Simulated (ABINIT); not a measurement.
# Pd (P6_3/mmc) in ABINIT: reference runs

Reference runs on Pd: the cell as given.

Program: ABINIT 10.8.3 (patched build). These are calculated values, not measurements. Logs are shortened: lines on timing, memory, paths and dates and some standing lists are left out, and cuts for length are marked. The log counts tension as positive stress, the text compression.

### Step 1. The structure

The structure is hexagonal, space group P6_3/mmc (No. 194). Conventional cell: a = 2.784 Å, b = 2.784 Å, c = 4.629 Å, α = 90.00°, β = 90.00°, γ = 120.00°. Around Pd (site symmetry -6m2) lie 12 Pd at 2.78 to 2.82 Å.

This isn't the form of Pd at room conditions, which is fcc.

### Step 2. Single point, PBEsol

File run.abi:

```
# Pseudopotentials
pp_dirpath "./"
pseudos "Pd.upf"

# Structure
acell 5.2603645593 5.2603645593 8.7473400302
rprim
     1.0000000000     0.0000000000     0.0000000000
    -0.5000000000     0.8660254038     0.0000000000
     0.0000000000     0.0000000000     1.0000000000
ntypat 1
znucl 46
natom 2
typat 1 1
xred
     0.3333333333     0.6666666667     0.2500000000
     0.6666666667     0.3333333333     0.7500000000

# Plane-wave basis
ecut 41.0

# k points
kptopt 1
ngkpt 11 11 6
nshiftk 1
shiftk 0.0 0.0 0.0

# Exchange and correlation
ixc -116133

# Bands and occupations
nband 22
occopt 3
tsmear 0.05 eV

# SCF cycle
nstep 100
tolvrs 1.0e-10

# Output
iomode 3
prtwf 0
prteig 0
prtebands 0
enunit 2
prtden 1
prtvha 1
prtvclmb 1
prtpot 1
prtelf 1
```

Potentials or basis: PseudoDojo NC SR PBEsol v0.4.1 standard.

Started as:

```sh
$ abinit run.abi > log 2>&1
```

run.abo:

```text
.Version 10.8.3 of ABINIT
 Symmetries : space group P6_3/m m c (#194); Bravais hP (primitive hexag.)
================================================================================
 Values of the parameters that define the memory need of the present run
     intxc =       0    ionmov =       0      iscf =       7    lmnmax =       6
     lnmax =       6     mgfft =      54  mpssoang =       3    mqgrid =    3001
     natom =       2  nloc_mem =       1    nspden =       1   nspinor =       1
    nsppol =       1      nsym =      24    n1xccc =    2501    ntypat =       1
    occopt =       3   xclevel =       2
       mpw =        2655          nfft =       55296          nkpt =          64
================================================================================
================================================================================

--------------------------------------------------------------------------------
------------- Echo of variables that govern the present computation ------------
--------------------------------------------------------------------------------
 -outvars: echo values of preprocessed input variables --------
            acell      5.2603645593E+00  5.2603645593E+00  8.7473400302E+00 Bohr
              amu      1.06420000E+02
             ecut      4.10000000E+01 Hartree
           enunit           2
                       outvar_i_n : Printing only first  50 k-points.
              ixc     -116133
                       outvar_i_n : Printing only first  50 k-points.
         kptrlatt       11    0    0      0   11    0      0    0    6
          kptrlen      5.24840402E+01
            natom           2
            nband          22
            ngfft          32      32      54
             nkpt          64
            nstep         100
             nsym          24
           ntypat           1
                       prtocc : prtvol=0, do not print more k-points.
           occopt           3
        prtebands           0
           prteig           0
           prtelf           1
           prtpot           1
         prtvclmb           1
           prtvha           1
            prtwf           0
            rprim      1.0000000000E+00  0.0000000000E+00  0.0000000000E+00
                      -5.0000000000E-01  8.6602540380E-01  0.0000000000E+00
                       0.0000000000E+00  0.0000000000E+00  1.0000000000E+00
          spgroup         194
           tolvrs      1.00000000E-10
           tsmear      1.83746611E-03 Hartree
            typat      1  1
                       outvars : Printing only first  50 k-points.
           xangst     -8.0542189207E-18  1.6071497625E+00  1.1572232492E+00
                       1.3918325220E+00  8.0357488124E-01  3.4716697476E+00
            xcart     -1.5220267918E-17  3.0370728944E+00  2.1868350076E+00
                       2.6301822796E+00  1.5185364472E+00  6.5605050227E+00
             xred      3.3333333333E-01  6.6666666667E-01  2.5000000000E-01
                       6.6666666667E-01  3.3333333333E-01  7.5000000000E-01
            znucl       46.00000

================================================================================

 chkinp: Checking input parameters for consistency.

================================================================================
== DATASET  1 ==================================================================

--- !DatasetInfo
iteration_state: {dtset: 1, }
dimensions: {natom: 2, nkpt: 64, mband: 22, nsppol: 1, nspinor: 1, nspden: 1, mpw: 2655, }
cutoff_energies: {ecut:  41.0, pawecutdg:  -1.0, }
electrons: {nelect:   3.60000000E+01, charge:   0.00000000E+00, occopt:   3.00000000E+00, tsmear:   1.83746611E-03, }
meta: {optdriver: 0, ionmov: 0, optcell: 0, iscf: 7, paral_kgb: 0, }
...

 Real(R)+Recip(G) space primitive vectors, cartesian coordinates (Bohr,Bohr^-1):
 R(1)=  5.2603646  0.0000000  0.0000000  G(1)=  0.1901009  0.1097548  0.0000000
 R(2)= -2.6301823  4.5556093  0.0000000  G(2)=  0.0000000  0.2195096  0.0000000
 R(3)=  0.0000000  0.0000000  8.7473400  G(3)=  0.0000000  0.0000000  0.1143205
 Unit cell volume ucvol=  2.0962271E+02 bohr^3
 Angles (23,13,12)=  9.00000000E+01  9.00000000E+01  1.20000000E+02 degrees

 getcut: wavevector=  0.0000  0.0000  0.0000  ngfft=  32  32  54
         ecut(hartree)=     41.000   => boxcut(ratio)=   2.11046

--- Pseudopotential description ------------------------------------------------
- pspini: atom type   1  psp file is ./Pd.upf
12 -116133 2 -1 1238                          pspcod,pspxc,lmax,lloc,mmax
     nproj     2     2     2

   1.88442774E+03                                ecore*ucvol(ha*bohr**3)
--------------------------------------------------------------------------------

================================================================================

--- !BeginCycle
iteration_state: {dtset: 1, }
solver: {iscf: 7, nstep: 100, nline: 4, wfoptalg: 0, }
tolerances: {tolvrs: 1.00E-10, }
...

     iter   Etot(hartree)      deltaE(h)  residm     vres2
 ETOT  1  -269.39064394492    -2.694E+02 2.791E-01 5.310E+02
 ETOT  2  -269.48059521837    -8.995E-02 3.680E-02 7.798E+02
 ETOT  3  -269.71890454256    -2.383E-01 6.045E-03 2.977E-01
 ETOT  4  -269.71907212413    -1.676E-04 9.247E-04 7.170E-03
 ETOT  5  -269.71907268820    -5.641E-07 9.603E-04 1.710E-03
 ETOT  6  -269.71907344364    -7.554E-07 8.562E-04 8.884E-05
 ETOT  7  -269.71907347810    -3.446E-08 8.849E-04 1.492E-07
 ETOT  8  -269.71907347815    -5.048E-11 5.238E-04 1.048E-09
 ETOT  9  -269.71907347815    -5.798E-12 3.669E-04 2.304E-12

 At SCF step    9       vres2   =  2.30E-12 < tolvrs=  1.00E-10 =>converged.

 Compute ELF
--------------------------------------------------------------------------------

 Compute kinetic energy density

 Compute gradient of the electron density
 Electron Localization Function (ELF) [min:0;max:1]
)     Maximum=    7.8766E-01  at reduced coord.    0.7813    0.2813    0.8148
)     Minimum=    1.0821E-03  at reduced coord.    0.3125    0.6563    0.2407
   Integrated=    5.8873E+01

--------------------------------------------------------------------------------
 End of ELF section

 Cartesian components of stress tensor (hartree/bohr^3)
  sigma(1 1)=  3.62767281E-04  sigma(3 2)=  0.00000000E+00
  sigma(2 2)=  3.62767279E-04  sigma(3 1)=  0.00000000E+00
  sigma(3 3)=  3.47339362E-04  sigma(2 1)=  0.00000000E+00

--- !ResultsGS
iteration_state: {dtset: 1, }
comment   : Summary of ground state results
lattice_vectors:
- [  5.2603646,   0.0000000,   0.0000000, ]
- [ -2.6301823,   4.5556093,   0.0000000, ]
- [  0.0000000,   0.0000000,   8.7473400, ]
lattice_lengths: [   5.26036,    5.26036,    8.74734, ]
lattice_angles: [ 90.000,  90.000, 120.000, ] # degrees, (23, 13, 12)
lattice_volume:   2.0962271E+02
convergence: {deltae: -5.798E-12, res2:  2.304E-12, residm:  3.669E-04, diffor: null, }
etotal    :  -2.69719073E+02
entropy   :   0.00000000E+00
fermie    :   4.23564099E-01
cartesian_stress_tensor: # hartree/bohr^3
- [  3.62767281E-04,   0.00000000E+00,   0.00000000E+00, ]
- [  0.00000000E+00,   3.62767279E-04,   0.00000000E+00, ]
- [  0.00000000E+00,   0.00000000E+00,   3.47339362E-04, ]
pressure_GPa:  -1.0522E+01
xred      :
- [  3.3333E-01,   6.6667E-01,   2.5000E-01, Pd]
- [  6.6667E-01,   3.3333E-01,   7.5000E-01, Pd]
cartesian_forces: # hartree/bohr
- [ -1.02374852E-28,  -1.77318446E-28,   6.01219649E-32, ]
- [  1.02374852E-28,   1.77318446E-28,  -6.01219649E-32, ]
force_length_stats: {min:   2.04749713E-28, max:   2.04749713E-28, mean:   2.04749713E-28, }
...

 Integrated electronic density in atomic spheres:
 ------------------------------------------------
 Atom  Sphere_radius  Integrated_density
    1        2.00000         15.20796896
    2        2.00000         15.20796896
================================================================================

 ----iterations are completed or convergence reached----

 Mean square residual over all n,k,spin=   55.209E-08; max=  36.690E-05
 reduced coordinates (array xred) for    2 atoms
       0.333333333333      0.666666666667      0.250000000000
       0.666666666667      0.333333333333      0.750000000000
 rms dE/dt=  8.2262E-28; max dE/dt=  1.0518E-30; dE/dt below (all hartree)
    1       0.000000000000     -0.000000000000      0.000000000000
    2      -0.000000000000     -0.000000000000      0.000000000000

 cartesian coordinates (angstrom) at end:
    1     -0.00000000000000     1.60714976247844     1.15722324921528
    2      1.39183252196745     0.80357488123922     3.47166974764583

 cartesian forces (hartree/bohr) at end:
    1     -0.00000000000000    -0.00000000000000     0.00000000000000
    2      0.00000000000000     0.00000000000000    -0.00000000000000
 frms,max,avg= 1.1821230E-28 1.7731845E-28   0.000E+00  0.000E+00  0.000E+00 h/b

 cartesian forces (eV/Angstrom) at end:
    1     -0.00000000000000    -0.00000000000000     0.00000000000000
    2      0.00000000000000     0.00000000000000    -0.00000000000000
 frms,max,avg= 6.0787210E-27 9.1180811E-27   0.000E+00  0.000E+00  0.000E+00 e/A
 length scales=  5.260364559300  5.260364559300  8.747340030200 bohr
              =  2.783665043935  2.783665043935  4.628892996861 angstroms
 Fermi (or HOMO) energy (hartree) =   0.42356   Average Vxc (hartree)=  -0.50047
 Eigenvalues (hartree) for nkpt=  64  k points:
 kpt#   1, nband= 22, wtk=  0.00138, kpt=  0.0000  0.0000  0.0000 (reduced coord)
  -2.66038   -2.65892   -1.40563   -1.39713   -1.39713   -1.39549   -1.39549   -1.39366
   0.17091    0.24024    0.32281    0.32974    0.32974    0.34186    0.34186    0.36594
   0.36594    0.41524    0.41524    0.45534    0.66529    1.05376
      occupation numbers for kpt#   1
   2.00000    2.00000    2.00000    2.00000    2.00000    2.00000    2.00000    2.00000
   2.00000    2.00000    2.00000    2.00000    2.00000    2.00000    2.00000    2.00000
   2.00000    1.97871    1.97871    0.00000    0.00000    0.00000
 prteigrs : prtvol=0 or 1, do not print more k-points.

 Fermi (or HOMO) energy (eV) =  11.52577   Average Vxc (eV)= -13.61854
 Eigenvalues (   eV  ) for nkpt=  64  k points:
 kpt#   1, nband= 22, wtk=  0.00138, kpt=  0.0000  0.0000  0.0000 (reduced coord)
 -72.39265  -72.35303  -38.24904  -38.01777  -38.01777  -37.97320  -37.97320  -37.92352
   4.65059    6.53716    8.78416    8.97270    8.97270    9.30258    9.30258    9.95780
   9.95780   11.29916   11.29916   12.39040   18.10351   28.67414
 prteigrs : prtvol=0 or 1, do not print more k-points.

--- !EnergyTerms
iteration_state     : {dtset: 1, }
comment             : Components of total free energy in Hartree
kinetic             :  9.08711843779418E+01
hartree             :  5.34214745016157E+01
xc                  : -4.09267974615565E+01
Ewald energy        : -1.98463701987193E+02
psp_core            :  8.98961641976025E+00
local_psp           : -1.85804081317473E+02
non_local_psp       :  2.19500421074956E+00
internal            : -2.69717301256155E+02
'-kT*entropy'       : -1.77222199995741E-03
total_energy        : -2.69719073478155E+02
total_energy_eV     : -7.33942988632220E+03
band_energy         : -2.07533526713495E+01
...

 Cartesian components of stress tensor (hartree/bohr^3)
  sigma(1 1)=  3.62767281E-04  sigma(3 2)=  0.00000000E+00
  sigma(2 2)=  3.62767279E-04  sigma(3 1)=  0.00000000E+00
  sigma(3 3)=  3.47339362E-04  sigma(2 1)=  0.00000000E+00

-Cartesian components of stress tensor (GPa)         [Pressure= -1.0522E+01 GPa]
- sigma(1 1)=  1.06729819E+01  sigma(3 2)=  0.00000000E+00
- sigma(2 2)=  1.06729818E+01  sigma(3 1)=  0.00000000E+00
- sigma(3 3)=  1.02190768E+01  sigma(2 1)=  0.00000000E+00

== END DATASET(S) ==============================================================
================================================================================

 -outvars: echo values of variables after computation  --------
            acell      5.2603645593E+00  5.2603645593E+00  8.7473400302E+00 Bohr
           etotal     -2.6971907348E+02
            fcart     -1.0237485227E-28 -1.7731844554E-28  6.0121964887E-32
                       1.0237485227E-28  1.7731844554E-28 -6.0121964887E-32
            rprim      1.0000000000E+00  0.0000000000E+00  0.0000000000E+00
                      -5.0000000000E-01  8.6602540380E-01  0.0000000000E+00
                       0.0000000000E+00  0.0000000000E+00  1.0000000000E+00
           strten      3.6276728093E-04  3.6276727938E-04  3.4733936197E-04
                       0.0000000000E+00  0.0000000000E+00  0.0000000000E+00
           xangst     -8.0542189207E-18  1.6071497625E+00  1.1572232492E+00
                       1.3918325220E+00  8.0357488124E-01  3.4716697476E+00
             xred      3.3333333333E-01  6.6666666667E-01  2.5000000000E-01
                       6.6666666667E-01  3.3333333333E-01  7.5000000000E-01
 Calculation completed.
```

It took 97 s on 1 thread of Arm Neoverse V1, shared host; peak memory 0.12 GiB.

What came out:

```yaml
Free_energy: -7339.4299 eV
Pressure: -10.5 GPa
Band_gap_on_the_k_mesh: none (metal or under the smearing width)
Valence_electrons_inside_the_program's_atomic_spheres: Pd 15.21 (radii [1.0584] Å)
```

Stress tensor (GPa, compression positive):
```
-10.67   0.00   0.00
  0.00 -10.67   0.00
  0.00   0.00 -10.22
```
